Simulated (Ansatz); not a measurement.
**Bi (hcp)**

Method: PBE, scalar-relativistic; no spin polarisation; PAW, 420 eV, Γ-centred 14×14×8 mesh, 0.05 eV Gaussian smearing; code Ansatz. The datasets are Ansatz's generated set soft_2.

```cif
data_structure
_symmetry_space_group_name_H-M 'P 1'
_symmetry_Int_Tables_number 1
_cell_length_a 3.5464
_cell_length_b 3.5464
_cell_length_c 5.8254
_cell_angle_alpha 90.000
_cell_angle_beta 90.000
_cell_angle_gamma 120.000
_cell_volume 63.45
loop_
_atom_site_label
_atom_site_type_symbol
_atom_site_fract_x
_atom_site_fract_y
_atom_site_fract_z
_atom_site_occupancy
Bi1 Bi 0.33333 0.66667 0.75000 1
Bi2 Bi 0.66667 0.33333 0.25000 1
```

At room temperature and ambient pressure Bi takes another structure.

The cell is relaxed to zero pressure at this level.

Path: Γ–M–K–Γ–A–L–H–A | L–M | H–K, with Γ = (0.000, 0.000, 0.000), M = (0.500, 0.000, 0.000), K = (0.333, 0.333, 0.000), A = (0.000, 0.000, 0.500), L = (0.500, 0.000, 0.500), H = (0.333, 0.333, 0.500) in reciprocal vectors of the calculation's cell.

Bands as a text map, energy in eV from the Fermi level (dashes), each leg drawn with the same width:
```
  5.57 |    *     *                      ****             *** *       *    
  5.14 |     *  *       *                                   ****           
  4.71 |***   **   *        ******                              ***    *   
  4.29 | ***        *  *   ** *   **                                    *  
  3.86 |   **        **        *  ****                  **               **
  3.43 |*    ***          *  *****   **                          **        
  3.00 | *  *   *         ***   *      *               **      **          
  2.57 | **              *                     *****          *    **      
  2.14 |         *        * *           *    **     *       **       *     
  1.71 |   * *    *      *       *    *  ****         **  ****             
  1.29 |   **           *  *              **         *    *** *       *    
  0.86 |  *  **    *    **        *    ***  *         *      ***       *   
  0.43 |      ****     *   *                                *  ****        
  0.00 |-------**-****-------------*---------*-------*-------*----*-----*--
 -0.43 |    *    *    *** *                   *                          **
 -0.86 |   *      *  **                                       *          **
 -1.29 |           **  *  *         ****       *    *  ***     *       **  
 -1.71 |     * *****   * *                            *         ***   *    
 -2.14 |      *     ***  *         *            *  *                 *    *
 -2.57 |    * *   **   **               *        **  *             **   ** 
 -3.00 |     * ***      *         *                             *** *  *   
 -3.43 |     *           *       *       *          *          *     **    
 -3.86 |    *      *****                        ****          *    **  ****
 -4.29 |   *  *****       *     *         *   **            **   **        
 -4.71 |  *                *   *           ***            *******          
 -5.14 |**                  ***                                            
 -5.57 |                                                                   
 -6.00 |                                                                   
        Γ      M      K      Γ      A      L      H      AL       MH      K
```

Question: By these bands, is it a metal or an insulator, and if it has a gap, where are the band edges on this path?

Answer: A metal: bands cross the Fermi level.

No spin–orbit coupling, a notable omission for heavy elements.
